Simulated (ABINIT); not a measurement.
# Pd (Fm-3m) in ABINIT: a series of runs

One crystal, Pd, is run at these levels: BLYP+D3(BJ), BP86, PBE+D3(BJ); tasks: equation of state, band structure.

Program: ABINIT 10.8.3 (patched build). These are calculated values, not measurements. Logs are shortened: lines on timing, memory, paths and dates and some standing lists are left out, and cuts for length are marked. The log counts tension as positive stress, the text compression.

## (1) Starting point

It takes space group Fm-3m (No. 225, cubic). Conventional cell: a = 3.893 Å, b = 3.893 Å, c = 3.893 Å, α = 90.00°, β = 90.00°, γ = 90.00°. Around Pd (site symmetry m-3m) lie 12 Pd at 2.75 Å.

## (2) Equation of state, BLYP+D3(BJ)

The input, run.abi:

```
ndtset 7
getwfk -1
scalecart1 3*0.9795861087
scalecart2 3*0.9864848297
scalecart3 3*0.9932883884
scalecart4 3*1.0000000000
scalecart5 3*1.0066227096
scalecart6 3*1.0131594038
scalecart7 3*1.0196128224

pp_dirpath "./"
pseudos "Pd.GGA_PBE-JTH.xml"

acell 3*1.0
rprim
     0.0000000000     3.6783519016     3.6783519016
     3.6783519016     0.0000000000     3.6783519016
     3.6783519016     3.6783519016     0.0000000000
ntypat 1
znucl 46
natom 1
typat 1
xred
     0.0000000000     0.0000000000     0.0000000000

ecut 23.0
pawecutdg 45.0

kptopt 1
ngkpt 12 12 12
nshiftk 1
shiftk 0.0 0.0 0.0

ixc -106131
vdw_xc 7

nband 13
occopt 3
tsmear 0.00183747

nstep 100
tolvrs 1.0e-9

iomode 3
prtwf 1
prtden 0
prteig 0
prtebands 0
enunit 2
```

Potentials or basis: JTH PAW PBE v2.0.

Started as:

```
> abinit run.abi > log 2>&1
```

run.abo:

```text
.Version 10.8.3 of ABINIT
 DATASET    1 : space group Fm -3 m (#225); Bravais cF (face-center cubic)
================================================================================
 Values of the parameters that define the memory need for DATASET  1.
     intxc =       0    ionmov =       0      iscf =      17    lmnmax =      18
     lnmax =       6     mgfft =      24  mpssoang =       3    mqgrid =    3001
     natom =       1  nloc_mem =       2    nspden =       1   nspinor =       1
    nsppol =       1      nsym =      48    n1xccc =       1    ntypat =       1
    occopt =       3   xclevel =       2
       mpw =         516          nfft =       13824          nkpt =          72
 PAW method is used; the additional fine FFT grid is defined by:
   mgfftf=        32    nfftf =     32768
================================================================================
================================================================================
[... 71 lines left out ...]
 DATASET    7 : space group Fm -3 m (#225); Bravais cF (face-center cubic)
================================================================================
 Values of the parameters that define the memory need for DATASET  7.
     intxc =       0    ionmov =       0      iscf =      17    lmnmax =      18
     lnmax =       6     mgfft =      24  mpssoang =       3    mqgrid =    3001
     natom =       1  nloc_mem =       2    nspden =       1   nspinor =       1
    nsppol =       1      nsym =      48    n1xccc =       1    ntypat =       1
    occopt =       3   xclevel =       2
       mpw =         564          nfft =       13824          nkpt =          72
 PAW method is used; the additional fine FFT grid is defined by:
   mgfftf=        36    nfftf =     46656
================================================================================
================================================================================

--------------------------------------------------------------------------------
------------- Echo of variables that govern the present computation ------------
--------------------------------------------------------------------------------
 -outvars: echo values of preprocessed input variables --------
            acell      1.0000000000E+00  1.0000000000E+00  1.0000000000E+00 Bohr
              amu      1.06420000E+02
             ecut      2.30000000E+01 Hartree
           enunit           2
           getwfk          -1
                       outvar_i_n : Printing only first  50 k-points.
              ixc     -106131
           jdtset        1    2    3    4    5    6    7
                       outvar_i_n : Printing only first  50 k-points.
         kptrlatt       12    0    0      0   12    0      0    0   12
          kptrlen1     6.11493911E+01
          kptrlen2     6.15800348E+01
          kptrlen3     6.20047381E+01
          kptrlen4     6.24237018E+01
          kptrlen5     6.28371158E+01
          kptrlen6     6.32451605E+01
          kptrlen7     6.36480067E+01
            natom           1
            nband          13
           ndtset           7
            ngfft          24      24      24
          ngfftdg1         32      32      32
          ngfftdg2         32      32      32
          ngfftdg3         32      32      32
          ngfftdg4         32      32      32
          ngfftdg5         32      32      32
          ngfftdg6         32      32      32
          ngfftdg7         36      36      36
             nkpt          72
            nstep         100
             nsym          48
           ntypat           1
                       prtocc : prtvol=0, do not print more k-points.
           occopt           3
        pawecutdg      4.50000000E+01 Hartree
         pawxcdev           0
           prtden           0
        prtebands           0
           prteig           0
            rprim1     0.0000000000E+00  3.6032624257E+00  3.6032624257E+00
                       3.6032624257E+00  0.0000000000E+00  3.6032624257E+00
                       3.6032624257E+00  3.6032624257E+00  0.0000000000E+00
            rprim2     0.0000000000E+00  3.6286383492E+00  3.6286383492E+00
                       3.6286383492E+00  0.0000000000E+00  3.6286383492E+00
                       3.6286383492E+00  3.6286383492E+00  0.0000000000E+00
            rprim3     0.0000000000E+00  3.6536642323E+00  3.6536642323E+00
                       3.6536642323E+00  0.0000000000E+00  3.6536642323E+00
                       3.6536642323E+00  3.6536642323E+00  0.0000000000E+00
            rprim4     0.0000000000E+00  3.6783519016E+00  3.6783519016E+00
                       3.6783519016E+00  0.0000000000E+00  3.6783519016E+00
                       3.6783519016E+00  3.6783519016E+00  0.0000000000E+00
            rprim5     0.0000000000E+00  3.7027125581E+00  3.7027125581E+00
                       3.7027125581E+00  0.0000000000E+00  3.7027125581E+00
                       3.7027125581E+00  3.7027125581E+00  0.0000000000E+00
            rprim6     0.0000000000E+00  3.7267568196E+00  3.7267568196E+00
                       3.7267568196E+00  0.0000000000E+00  3.7267568196E+00
                       3.7267568196E+00  3.7267568196E+00  0.0000000000E+00
            rprim7     0.0000000000E+00  3.7504947642E+00  3.7504947642E+00
                       3.7504947642E+00  0.0000000000E+00  3.7504947642E+00
                       3.7504947642E+00  3.7504947642E+00  0.0000000000E+00
          spgroup         225
           tolvrs      1.00000000E-09
           tsmear      1.83747000E-03 Hartree
            typat      1
           useylm           1
           vdw_xc           7
                       outvars : Printing only first  50 k-points.
            znucl       46.00000

================================================================================

 chkinp: Checking input parameters for consistency, jdtset=   1.

 chkinp: Checking input parameters for consistency, jdtset=   2.
[... 36 lines left out ...]
 getcut: wavevector=  0.0000  0.0000  0.0000  ngfft=  32  32  32
         ecut(hartree)=     45.000   => boxcut(ratio)=   2.07954

--- Pseudopotential description ------------------------------------------------
- pspini: atom type   1  psp file is ./Pd.GGA_PBE-JTH.xml
 Pseudopotential format is: paw10
 basis_size (lnmax)=  6 (lmn_size= 18), orbitals=   0   0   1   1   2   2
 Spheres core radius: rc_sph= 2.51164926
 Shapefunction is SIN type: shapef(r)=[sin(pi*r/rshp)/(pi*r/rshp)]**2
 Radius for shape functions =  2.51164926
 Compensation charge density is not taken into account in XC energy/potential

   8.19652814E+02                                ecore*ucvol(ha*bohr**3)
--------------------------------------------------------------------------------

================================================================================

--- !BeginCycle
iteration_state: {dtset: 1, }
solver: {iscf: 17, nstep: 100, nline: 4, wfoptalg: 10, }
tolerances: {tolvrs: 1.00E-09, }
...
[... 1165 lines left out ...]
 getcut: wavevector=  0.0000  0.0000  0.0000  ngfft=  36  36  36
         ecut(hartree)=     45.000   => boxcut(ratio)=   2.24764

 getcut : COMMENT -
  Note that boxcut > 2.2 ; recall that boxcut=Gcut(box)/Gcut(sphere) = 2
  is sufficient for exact treatment of convolution.
  Such a large boxcut is a waste : you could raise ecut
  e.g. ecut=   56.833923 Hartrees makes boxcut=2

--------------------------------------------------------------------------------

-inwffil : will read wavefunctions from disk file runo_DS6_WFK.nc

================================================================================
[... 156 lines left out ...]
-Cartesian components of stress tensor (GPa)         [Pressure= -8.7960E+00 GPa]
- sigma(1 1)=  8.79602125E+00  sigma(3 2)=  0.00000000E+00
- sigma(2 2)=  8.79602125E+00  sigma(3 1)=  0.00000000E+00
- sigma(3 3)=  8.79602125E+00  sigma(2 1)=  0.00000000E+00

== END DATASET(S) ==============================================================
================================================================================

 -outvars: echo values of variables after computation  --------
            acell      1.0000000000E+00  1.0000000000E+00  1.0000000000E+00 Bohr
           etotal1    -1.2881011265E+02
           etotal2    -1.2881091702E+02
           etotal3    -1.2881138565E+02
           etotal4    -1.2881157147E+02
           etotal5    -1.2881150434E+02
           etotal6    -1.2881121028E+02
           etotal7    -1.2881069781E+02
            fcart1    -0.0000000000E+00 -0.0000000000E+00 -0.0000000000E+00
            fcart2    -0.0000000000E+00 -0.0000000000E+00 -0.0000000000E+00
            fcart3    -0.0000000000E+00 -0.0000000000E+00 -0.0000000000E+00
            fcart4    -0.0000000000E+00 -0.0000000000E+00 -0.0000000000E+00
            fcart5    -0.0000000000E+00 -0.0000000000E+00 -0.0000000000E+00
            fcart6    -0.0000000000E+00 -0.0000000000E+00 -0.0000000000E+00
            fcart7    -0.0000000000E+00 -0.0000000000E+00 -0.0000000000E+00
            rprim1     0.0000000000E+00  3.6032624257E+00  3.6032624257E+00
                       3.6032624257E+00  0.0000000000E+00  3.6032624257E+00
                       3.6032624257E+00  3.6032624257E+00  0.0000000000E+00
[... 17 lines left out ...]
                       3.7504947642E+00  3.7504947642E+00  0.0000000000E+00
           strten1    -4.9290946509E-04 -4.9290946509E-04 -4.9290946509E-04
                       0.0000000000E+00  0.0000000000E+00  0.0000000000E+00
           strten2    -3.1215376615E-04 -3.1215376615E-04 -3.1215376615E-04
                       0.0000000000E+00  0.0000000000E+00  0.0000000000E+00
           strten3    -1.5668466644E-04 -1.5668466644E-04 -1.5668466644E-04
                       0.0000000000E+00  0.0000000000E+00  0.0000000000E+00
           strten4    -2.5328658944E-05 -2.5328658944E-05 -2.5328658944E-05
                       0.0000000000E+00  0.0000000000E+00  0.0000000000E+00
           strten5     9.6871993490E-05  9.6871993490E-05  9.6871993490E-05
                       0.0000000000E+00  0.0000000000E+00  0.0000000000E+00
           strten6     2.0194276910E-04  2.0194276910E-04  2.0194276910E-04
                       0.0000000000E+00  0.0000000000E+00  0.0000000000E+00
           strten7     2.9897068564E-04  2.9897068564E-04  2.9897068564E-04
                       0.0000000000E+00  0.0000000000E+00  0.0000000000E+00
 Calculation completed.
```

Wall time 3.8 min (1 thread of Intel Xeon Platinum 8375C at 2.90GHz (Ice Lake), shared host); peak memory 0.16 GiB.

What came out:

* Equilibrium volume: 14.81 Å³/atom
* Bulk modulus: 186 GPa
* Pressure derivative of the bulk modulus: 4.6 (rough: it moves with the points fitted)

Energy against volume, from the lowest point:
```tsv
volume (Å³/atom)	energy (meV/atom)
13.865	39.70
14.160	17.81
14.455	5.06
14.750	0.00
15.045	1.83
15.340	9.83
15.635	23.77
```

Caveat: pressures at fixed basis lie under the slope of the energies; the PAW data sets were made with another functional, which shifts forces and pressure a little. Zero-point motion and thermal expansion aren't in these numbers.

[end of part 1 of 2]
